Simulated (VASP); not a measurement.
These are optB88-vdW, VASP's PBE PAW potentials (set 64) (plane waves; VASP) values and carry that method's errors.

The input files of a VASP run:

INCAR:
```
SYSTEM  =  CaF2
PREC  =  Accurate; ENCUT  =  520; LREAL  =  .FALSE.
LASPH  =  .TRUE.; ICHARG  =  11
EDIFF  =  1E-7; NELM  =  100; ALGO  =  Normal
ISMEAR  =  0; SIGMA  =  0.05
GGA  =  BO; LUSE_VDW  =  .TRUE.; AGGAC  =  0.0
PARAM1  =  0.1833333333; PARAM2  =  0.22
LWAVE  =  .FALSE.; LCHARG  =  .FALSE.; LORBIT  =  11
```

File KPOINTS:
```
k-points along high-symmetry lines
15
Line-mode
Reciprocal
  0.000000   0.000000   0.000000 ! GAMMA
  0.500000  -0.000000   0.500000 ! X

  0.500000  -0.000000   0.500000 ! X
  0.625000   0.250000   0.625000 ! U

  0.375000   0.375000   0.750000 ! K
  0.000000   0.000000   0.000000 ! GAMMA

  0.000000   0.000000   0.000000 ! GAMMA
  0.500000   0.500000   0.500000 ! L

  0.500000   0.500000   0.500000 ! L
  0.500000   0.250000   0.750000 ! W

  0.500000   0.250000   0.750000 ! W
  0.500000  -0.000000   0.500000 ! X
```

### POSCAR
```
CaF2
1
    0.0000000000     2.7327864333     2.7327864333
    2.7327864333     0.0000000000     2.7327864333
    2.7327864333     2.7327864333     0.0000000000
Ca F
1 2
Direct
  0.0000000000   0.0000000000   0.0000000000
  0.2500000000   0.2500000000   0.2500000000
  0.7500000000   0.7500000000   0.7500000000
```

POTCAR, in this order: Ca_sv F (PBE.64 set). Program: vasp_std. Read from the step before: CHGCAR.

Output

**OUTCAR**
```
 ion  position               nearest neighbor table
   1  0.000  0.000  0.000-   2 2.37   3 2.37   3 2.37   3 2.37   3 2.37   2 2.37   2 2.37   2 2.37
  LATTYP: Found a face centered cubic cell.
 ALAT       =     5.4655728666
 Subroutine PRICEL returns:
 Original cell was already a primitive cell.
 Subroutine GETGRP returns: Found 48 space group operations
The static configuration has the point symmetry O_h .
The dynamic configuration has the point symmetry O_h .
 Subroutine INISYM returns: Found 48 space group operations
   k-points           NKPTS =     90   k-points in BZ     NKDIM =     90   number of bands    NBANDS=     16
   number of dos      NEDOS =    301   number of ions     NIONS =      3
   total plane-waves  NPLWV =  27000
   dimension x,y,z NGX =    30 NGY =   30 NGZ =   30
   dimension x,y,z NGXF=    60 NGYF=   60 NGZF=   60
   ions per type =               1   2
   PREC   = accura    normal or accurate (medium, high low for compatibility)
   ISTART =      0    job   : 0-new  1-cont  2-samecut
   ICHARG =     11    charge: 1-file 2-atom 10-const
   ISPIN  =      1    spin polarized calculation?
   LNONCOLLINEAR =      F non collinear calculations
   LSORBIT =      F    spin-orbit coupling
   INIWAV =      1    electr: 0-lowe 1-rand  2-diag
   ENCUT  =  520.0 eV  38.22 Ry    6.18 a.u.   7.19  7.19  7.19*2*pi/ulx,y,z
   NELM   =    100;   NELMIN=  2; NELMDL= -5     # of ELM steps
   EDIFF  = 0.1E-06   stopping-criterion for ELM
   LREAL  =      F    real-space projection
   NLSPLINE    = F    spline interpolate recip. space projectors
   LMAXMIX     =    2 max onsite mixed and CHGCAR
   VOSKOWN=      0    Vosko Wilk Nusair interpolation
   EDIFFG = 0.1E-05   stopping-criterion for IOM
   NSW    =      0    number of steps for IOM
   NBLOCK =      1;   KBLOCK =      1    inner block; outer block
   IBRION =     -1    ionic relax: 0-MD 1-quasi-New 2-CG
   NFREE  =      0    steps in history (QN), initial steepest desc. (CG)
   ISIF   =      2    stress and relaxation
   ISYM   =      2    0-nonsym 1-usesym 2-fastsym
   TEIN   =    0.0    initial temperature
   TEBEG  =    0.0;   TEEND  =   0.0 temperature during run
   SMASS  =  -3.00    Nose mass-parameter (am)
...
```

**OSZICAR**
```
       N       E                     dE             d eps       ncg     rms          rms(c)
DAV:   1     0.221273247697E+03    0.22127E+03   -0.13880E+04  2880   0.152E+03
DAV:   2    -0.244410594406E+01   -0.22372E+03   -0.21931E+03  3776   0.385E+02
DAV:   3    -0.110925913570E+02   -0.86485E+01   -0.86415E+01  3304   0.852E+01
DAV:   4    -0.114448621152E+02   -0.35227E+00   -0.35219E+00  4968   0.126E+01
DAV:   5    -0.114467376749E+02   -0.18756E-02   -0.18755E-02  3272   0.958E-01
DAV:   6    -0.114467780646E+02   -0.40390E-04   -0.40390E-04  4304   0.844E-02
DAV:   7    -0.114467785341E+02   -0.46943E-06   -0.46940E-06  3656   0.118E-02
DAV:   8    -0.114467785470E+02   -0.12924E-07   -0.12940E-07  3672   0.142E-03
   1 F= -.11446779E+02 E0= -.11446779E+02  d E =-.188376E-18
```

OUTCAR:
```
 val. band max:       -1.2833118216   @ k =   0.5000   0.0000   0.5000

 cond. band min:       5.9486069921   @ k =   0.0000   0.0000   0.0000



 k-point     1 :       0.0000    0.0000    0.0000
  band No.  band energies     occupation
      1     -37.1941      2.00000
      2     -21.0757      2.00000
      3     -20.3007      2.00000
      4     -18.1993      2.00000
      5     -18.1993      2.00000
      6     -18.1993      2.00000
      7      -3.3732      2.00000
      8      -3.3732      2.00000
      9      -3.3732      2.00000
     10      -1.5409      2.00000
     11      -1.5408      2.00000
     12      -1.5408      2.00000
     13       5.9486      0.00000
     14       7.8945      0.00000
     15       7.8945      0.00000
     16       9.9527      0.00000

 k-point     2 :       0.0357    0.0000    0.0357
  band No.  band energies     occupation
      1     -37.1936      2.00000
      2     -21.0816      2.00000
      3     -20.3047      2.00000
      4     -18.2006      2.00000
      5     -18.2006      2.00000
      6     -18.1902      2.00000
      7      -3.3695      2.00000
      8      -3.3695      2.00000
      9      -3.3507      2.00000
     10      -1.5803      2.00000
     11      -1.5398      2.00000
     12      -1.5398      2.00000
     13       5.9944      0.00000
     14       7.8912      0.00000
     15       7.9044      0.00000
     16       9.9386      0.00000

 k-point     3 :       0.0714    0.0000    0.0714
  band No.  band energies     occupation
      1     -37.1919      2.00000
      2     -21.0967      2.00000
      3     -20.3164      2.00000
      4     -18.2044      2.00000
      5     -18.2044      2.00000
      6     -18.1635      2.00000
      7      -3.3583      2.00000
      8      -3.3583      2.00000
      9      -3.2839      2.00000
     10      -1.6943      2.00000
     11      -1.5369      2.00000
     12      -1.5369      2.00000
     13       6.1289      0.00000
     14       7.8804      0.00000
...
```

The density is held fixed in this step, so its total energy and stress have no physical meaning.

The compound is CaF2 in the fluorite structure. It was relaxed first.
